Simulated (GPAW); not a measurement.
Wanted: an ASE script for a GPAW 26.7.0 run.

```yaml
Task: phonons
Functional: OLYP
Potentials_or_basis: PAW data sets generated in the run's folder for this functional
Cutoff: 680 eV
Basis: pw
k_mesh: 10 × 10 × 5
Occupations: fermi-dirac, width 0.05 eV
Spin: no spin polarisation
Eigensolver: davidson
Maxiter: 150
Convergence: density=1e-06 eigenstates=1e-09
Supercell: 1 × 1 × 1
Supercell_k_mesh: 10 × 10 × 5
Displacement: 0.02
Relaxed_first: cell
Ecut_relax: 800
```

The structure of SiC (Moissanite) lies in SiC.xyz:

```xyz
4
Lattice="3.0760000000 0.0000000000 0.0000000000 -1.5380000000 2.6638941420 0.0000000000 0.0000000000 0.0000000000 5.0480000000" Properties=species:S:1:pos:R:3 pbc="T T T"
Si     1.5380000002      0.8879647139      2.5240000000
Si    -0.0000000002      1.7759294281      0.0000000000
C      1.5380000002      0.8879647139      4.4674800000
C     -0.0000000002      1.7759294281      1.9434800000
```

One way to write it, as run:

run.py

```python
import json
import numpy as np
from ase import Atoms
from ase.constraints import FixSymmetry
from ase.filters import FrechetCellFilter
from ase.io import read, write
from ase.optimize import BFGS
from phonopy import Phonopy
from phonopy.structure.atoms import PhonopyAtoms
from gpaw import GPAW, PW, setup_paths

setup_paths.insert(0, '.')

atoms = read('SiC.xyz')

calc = GPAW(mode=PW(800),
            xc='GGA_X_OPTX+GGA_C_LYP',
            kpts={'size': (10, 10, 5), 'gamma': True},
            occupations={'name': 'fermi-dirac', 'width': 0.05},
            nbands=18,
            convergence={'density': 1e-06, 'eigenstates': 1e-09},
            eigensolver='davidson',
            maxiter=150,
            txt='gpaw.txt')
atoms.calc = calc
atoms.set_constraint(FixSymmetry(atoms))
BFGS(FrechetCellFilter(atoms), trajectory='relax.traj', logfile='-').run(fmax=0.005, steps=40)
atoms.set_constraint()
energy = atoms.get_potential_energy()
forces = atoms.get_forces()
stress = atoms.get_stress()
calc.write('gs.gpw')
write('result.traj', atoms)
print('Cell:', atoms.cell.cellpar().round(4))
print(atoms.get_scaled_positions().round(5))

def force_constants(scale):
    unit = PhonopyAtoms(symbols=atoms.get_chemical_symbols(), cell=atoms.cell[:] * scale**(1 / 3),
                        scaled_positions=atoms.get_scaled_positions())
    ph = Phonopy(unit, supercell_matrix=np.diag([1, 1, 1]), primitive_matrix=np.eye(3), symprec=1e-4)
    ph.generate_displacements(distance=0.02)
    forces = []
    for i, sc in enumerate(ph.supercells_with_displacements):
        a = Atoms(sc.symbols, cell=sc.cell, scaled_positions=sc.scaled_positions, pbc=True)
        c = GPAW(mode=PW(680),
                 xc='GGA_X_OPTX+GGA_C_LYP',
                 kpts={'size': (10, 10, 5), 'gamma': True},
                 occupations={'name': 'fermi-dirac', 'width': 0.05},
                 nbands=18,
                 convergence={'density': 1e-06, 'eigenstates': 1e-09},
                 eigensolver='davidson',
                 maxiter=150,
                 txt=f'disp-{scale:.3f}-{i:02d}.txt')
        a.calc = c
        f = a.get_forces()
        forces.append(f - f.mean(axis=0))
        print(f'displacement {i}: drift', f.mean(axis=0).round(5), flush=True)
    ph.forces = forces
    ph.produce_force_constants()
    ph.symmetrize_force_constants()
    return ph

qpoints = [[0.0, 0.0, 0.0]]
results = {}
for scale in [1.0]:
    ph = force_constants(scale)
    ph.run_qpoints(qpoints)
    nu = ph.qpoints.frequencies * 33.35641  # THz to cm^-1
    results[f'{scale:.3f}'] = nu.tolist()
    for qp, f in zip(qpoints, nu):
        print(scale, np.round(qp, 4), f.round(2))
json.dump(results, open('phonons.json', 'w'))
```

Potentials or basis: PAW data sets generated in the run's folder for this functional, pw.

Launch:

```bash
$ gpaw-setup -f GGA_X_OPTX+GGA_C_LYP C Si
$ OMP_NUM_THREADS=1 python run.py
```

It gave:

The relaxed volume is 10.50 Å³/atom, the relaxed cell is a = 3.092 Å, b = 3.092 Å, c = 5.070 Å, α = 90.00°, β = 90.00°, γ = 120.00° and the space group after relaxing (to 0.05 Å) is P6_3mc (No. 186). The pressure after relaxing is 0.0 GPa. The band gap on the k mesh is 2.59 eV, indirect (least direct gap 4.05 eV) and the highest phonon frequency at Γ, LO-TO splitting left out is 822 cm⁻¹.

Caveat: the cutoff is short for stress and forces, so pressures can be off by a GPa or more; the LO-TO splitting is left out; an odd mesh through Γ misses points on the zone boundary, where band edges often lie.

Wall time 19 min on 1 thread of Arm Neoverse N1 (shared host), peak memory 1.2 GiB.
